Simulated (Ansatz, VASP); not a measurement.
Two plane-wave programs on B2P3

```
B P
1.0
     3.23710    0.00000    0.00000
    -1.61855    2.80341    0.00000
     0.00000    0.00000   14.01118
B P
4 6
Direct
  0.33333 0.66667 0.18210
  0.00000 0.00000 0.36878
  0.66667 0.33333 0.81790
  0.00000 0.00000 0.63122
  0.33333 0.66667 0.04150
  0.00000 0.00000 0.22819
  0.66667 0.33333 0.41400
  0.66667 0.33333 0.95850
  0.00000 0.00000 0.77181
  0.33333 0.66667 0.58600
```

Alike in both runs: functional PBE; k mesh 6 × 6 × 1; occupations gaussian, width 0.2 eV; no spin polarisation.

Ansatz relaxed the structure, and its values are those at the end. VASP's run is a single point on that final structure, the one shown.

|  | VASP | Ansatz |
| --- | --- | --- |
| version | VASP 6.6.1 | Ansatz 0.2.0 |
| potentials or method | VASP PAW PBE potentials, release 64 (B, P) | scalar-relativistic, plane waves, PAW |
| plane-wave cutoff (eV) | 520 | 420 |
| valence electrons in the cell | 42 | 42 |

|  | VASP | Ansatz | Ansatz less VASP |
| --- | --- | --- | --- |
| gap on the k mesh at the Fermi level (eV) | none | none | - |
| pressure (GPa) | -0.3 | 0.0 | +0.24 |
| rms of the force components (eV/Å) | 0.014 | 0.012 | -0.0022 |

A gap of «none» marks a metal or a gap that the smearing closes. With one functional, cell and mesh, what is left measures potentials, basis and numerics.

Caveats: the k mesh is coarse (spacing up to 0.45 Å⁻¹), so the values aren't converged.
